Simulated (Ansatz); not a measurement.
A run of Ansatz 0.2.0 is set up as follows.

input.yaml

```yaml
crystal:
  lattice:
    - [3.1840155185, 0.0, 0.0]
    - [-1.5920077592, 2.757438325, 0.0]
    - [0.0, 0.0, 28.3873198]
  atoms:
    - { symbol: Mo, position: [0.3333333333, 0.6666666667, 0.22816477] }
    - { symbol: Mo, position: [0.3333333333, 0.6666666667, 0.77183523] }
    - { symbol: Mo, position: [0.6666666667, 0.3333333333, 0.0] }
    - { symbol: S, position: [0.6666666667, 0.3333333333, 0.17349309] }
    - { symbol: S, position: [0.6666666667, 0.3333333333, 0.71718751] }
    - { symbol: S, position: [0.3333333333, 0.6666666667, 0.94533412] }
    - { symbol: S, position: [0.6666666667, 0.3333333333, 0.28281249] }
    - { symbol: S, position: [0.6666666667, 0.3333333333, 0.82650691] }
    - { symbol: S, position: [0.3333333333, 0.6666666667, 0.05466588] }
hamiltonian:
  xc: pbesol
  pseudopotentials: { kind: paw }
kpoints:
  mp_grid: { grid: [10, 10, 1] }
scf:
  occupations: { method: fermi_dirac, width: 0.05 }
output:
  forces: true
  stress: true
  eigenvalues: true
  write_density: true
  write_potential: true
  elf: true
  volumetric_format: npy
relax:
  f_tol: 0.01
  max_steps: 40
  cell: { stress_tol: 0.05 }
```

Potentials or basis: Ansatz PAW.

Launch:

```console
$ ansatz run input.yaml --threads 4 --pin off --max-ram 11264MiB --backend cpu --events-out ev --progress --plain --runs-dir out
```

Q: What does it give for the relaxed cell?

A: a = 3.141 Å, b = 3.141 Å, c = 28.014 Å, α = 90.00°, β = 90.00°, γ = 120.00°.

Q: What does it give for the space group after relaxing (to 0.05 Å)?

A: P-6m2 (No. 187).

Forces on the atoms (eV/Å):
```
Mo   0.000  0.000  0.001
Mo   0.000  0.000 -0.001
Mo   0.000  0.000  0.000
S    0.000  0.000 -0.002
S    0.000  0.000 -0.002
S    0.000  0.000  0.000
S    0.000  0.000  0.002
S    0.000  0.000  0.002
S    0.000  0.000  0.000
```

Caveat: the plane-wave basis is chosen anew once the cell has moved, so the energies of steps on either side of that aren't comparable; the PAW data sets come from PBE, with cores solved anew for the run's functional, which leaves a small shift of forces and pressure.
